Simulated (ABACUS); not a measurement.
## TiTe2 under changes of volume

One of the cells (26.760 Å³/atom); the others are scaled copies at fixed shape and fractional positions:

```
CELL_PARAMETERS angstrom
3.77700 0.00000 0.00000
-1.88850 3.27098 0.00000
0.00000 0.00000 6.49800
ATOMIC_POSITIONS crystal
Te 0.33333 0.66667 0.73720
Te 0.66667 0.33333 0.26280
Ti 0.00000 0.00000 0.00000
```

```yaml
Program: ABACUS 3.10.1
Functional: PBEsol
Potentials_or_basis: PseudoDojo NC SR 0.4.1 PBEsol standard
Cutoff: 1143 eV
Density_cutoff: 4572 eV
Basis: plane waves
k_mesh: 8 × 8 × 4
Occupations: fermi-dirac, width 0.05 eV
Spin: no spin polarisation
```

```tsv
volume (Å³/atom)	energy over the lowest point (meV/atom)	pressure (GPa)	largest force (eV/Å)
25.154	4.33	2.1	0.433
25.689	0.00	0.5	0.238
26.225	0.68	-0.9	0.045
26.760	?	?	?
27.295	15.06	-3.3	0.265
27.830	27.90	-4.4	0.420
28.365	44.00	-5.3	0.574
```

Question: What does the run at 26.760 Å³/atom give?

Answer: Energy over the lowest point 5.85 meV/atom; pressure -2.2 GPa; largest force 0.104 eV/Å.

Worked out: A Birch-Murnaghan fit of order 3 (a polynomial in V^(-2/3)) to the other rows has its minimum at 25.88 Å³/atom with B0 = V·E''(V) = 70 GPa and B' = 4.2 at fixed shape and positions, which overstates the stiffness. It gives 5.85 meV/atom at 26.760 Å³/atom, against the run's 5.85, and -dE/dV = -2.2 GPa, against -2.2.

Energies are extrapolated to zero smearing.

Caveats: this functional lacks dispersion, which binds the layers, so the pressure and a relaxed spacing across them are unreliable.
